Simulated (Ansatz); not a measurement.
## BN, one cell by several methods

```
B N
1.0
     2.50399    0.00000    0.00000
    -1.25200    2.16852    0.00000
     0.00000    0.00000    6.66120
B N
2 2
Direct
  0.33333 0.66667 0.25000
  0.66667 0.33333 0.75000
  0.33333 0.66667 0.75000
  0.66667 0.33333 0.25000
```

Atom numbers follow the list: B1, B2, N3, N4.

The cell is COD entry 9008997, as deposited and not checked against the literature; nothing was relaxed.

All numbers are computed: DFT, PBEsol, PAW with Ansatz's default frozen-core files, scalar-relativistic (Ansatz 0.2.0); DFT, PBEsol, all-electron PAW with datasets made for the crystal, scalar-relativistic (Ansatz 0.2.0); DFT, PBEsol, all-electron LAPW, scalar-relativistic (Ansatz 0.2.0).

For PAW: a Γ-centred 11×11×4 k mesh, Fermi–Dirac smearing of 0.02 eV, cutoff 420 eV, no spin polarisation; the PAW files were made with PBE, and the program remakes their frozen cores for this functional. The crystal-made all-electron datasets (AE datasets) take a cutoff of 580 eV at this cell. LAPW targets a basis error of 1 meV/atom. The Ansatz runs share mesh, smearing and spin set-up. Plane-wave (PAW) pressures include the program's estimate of the Pulay term.

Stress and pressure are positive in compression.

Levels count from the top of the valence band.

```
                            quantity     PAW  AE datasets    LAPW
                      pressure (GPa)    0.43         0.41    0.41
                     stress xx (GPa)    0.23         0.19    0.19
                     stress zz (GPa)    0.83         0.86    0.86
                       band gap (eV)   4.142        4.150   4.137
      highest filled level at A (eV)  -1.331       -1.323  -1.336
        lowest empty level at A (eV)   7.380        7.398   7.384
      highest filled level at Γ (eV)  -1.313       -1.304  -1.318
        lowest empty level at Γ (eV)   4.996        5.012   4.998
field gradient Vzz at B1 (10²¹ V/m²)    2.79         2.86       –
field gradient Vzz at N3 (10²¹ V/m²)   -0.11         0.05       –
```

PAW's pressure differs from the LAPW value by +0.02 GPa.
